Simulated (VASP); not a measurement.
Set up this calculation in VASP 6.6.1, as the native input.

```
Task                   : band structure
Functional             : PBE
Potentials or basis    : VASP PAW PBE potentials, release 64 (I_GW, Na_sv_GW)
Cutoff                 : 600 eV
k mesh                 : 7 × 7 × 7
Occupations            : fermi-dirac, width 0.05 eV
Spin                   : no spin polarisation
Further INCAR settings : ALGO = Fast; EDIFF = 1e-06
```

The system is NaI.

```
I Na
1.0
     0.00000    3.23640    3.23640
     3.23640    0.00000    3.23640
     3.23640    3.23640    0.00000
I Na
1 1
Direct
  0.50000 0.50000 0.50000
  0.00000 0.00000 0.00000
```

These files were run (other wordings do the same):

POSCAR

```
NaI
1.0
    0.0000000000      3.2364000000      3.2364000000
    3.2364000000      0.0000000000      3.2364000000
    3.2364000000      3.2364000000      0.0000000000
I Na
1 1
Direct
    0.5000000000      0.5000000000      0.5000000000
    0.0000000000      0.0000000000      0.0000000000
```

INCAR.step1

```
SYSTEM = NaI
  ALGO = Fast
  EDIFF = 1E-6
  ENCUT = 600
  GGA = PE
  ISIF = 2
  ISMEAR = -1
  LASPH = .True.
  LCHARG = .True.
  LREAL = .False.
  LWAVE = .False.
  NELM = 100
  PREC = Accurate
  SIGMA = 0.05
```

KPOINTS.step1

```
k-points
0
Gamma
  7 7 7
  0 0 0
```

INCAR.step2

```
SYSTEM = NaI
  ALGO = Fast
  EDIFF = 1E-6
  ENCUT = 600
  GGA = PE
  ICHARG = 11
  ISIF = 2
  ISMEAR = 0
  LASPH = .True.
  LCHARG = .False.
  LREAL = .False.
  LWAVE = .False.
  NELM = 100
  PREC = Accurate
  SIGMA = 0.05
```

KPOINTS.step2

```
path GXWKGLUWLK,UX
10
line-mode
reciprocal
 0.0000000000  0.0000000000  0.0000000000  G
 0.5000000000  0.0000000000  0.5000000000  X

 0.5000000000  0.0000000000  0.5000000000  X
 0.5000000000  0.2500000000  0.7500000000  W

 0.5000000000  0.2500000000  0.7500000000  W
 0.3750000000  0.3750000000  0.7500000000  K

 0.3750000000  0.3750000000  0.7500000000  K
 0.0000000000  0.0000000000  0.0000000000  G

 0.0000000000  0.0000000000  0.0000000000  G
 0.5000000000  0.5000000000  0.5000000000  L

 0.5000000000  0.5000000000  0.5000000000  L
 0.6250000000  0.2500000000  0.6250000000  U

 0.6250000000  0.2500000000  0.6250000000  U
 0.5000000000  0.2500000000  0.7500000000  W

 0.5000000000  0.2500000000  0.7500000000  W
 0.5000000000  0.5000000000  0.5000000000  L

 0.5000000000  0.5000000000  0.5000000000  L
 0.3750000000  0.3750000000  0.7500000000  K

 0.6250000000  0.2500000000  0.6250000000  U
 0.5000000000  0.0000000000  0.5000000000  X
```

Potentials or basis: VASP PAW PBE potentials, release 64 (I_GW, Na_sv_GW).

Command:

```console
$ cat potpaw_PBE.64/I_GW/POTCAR potpaw_PBE.64/Na_sv_GW/POTCAR > POTCAR
$ cp INCAR.step1 INCAR
$ cp KPOINTS.step1 KPOINTS
$ mpirun -np 1 vasp_std > vasp.out
$ cp INCAR.step2 INCAR
$ cp KPOINTS.step2 KPOINTS
$ mpirun -np 1 vasp_std > vasp.out
```

It gave:

- Band gap on the k mesh: 3.64 eV, direct
- Band gap along the path: 3.64 eV, direct

Caveat: the log is that of the step along the path at fixed density, whose energy, stress, charges and moments have no meaning; spin-orbit coupling is left out, which moves the levels of the heavy elements.

Wall time 62 s on 1 thread of Intel(R) Xeon(R) 6975P-C (Granite Rapids), on a shared host, peak memory 0.32 GiB.
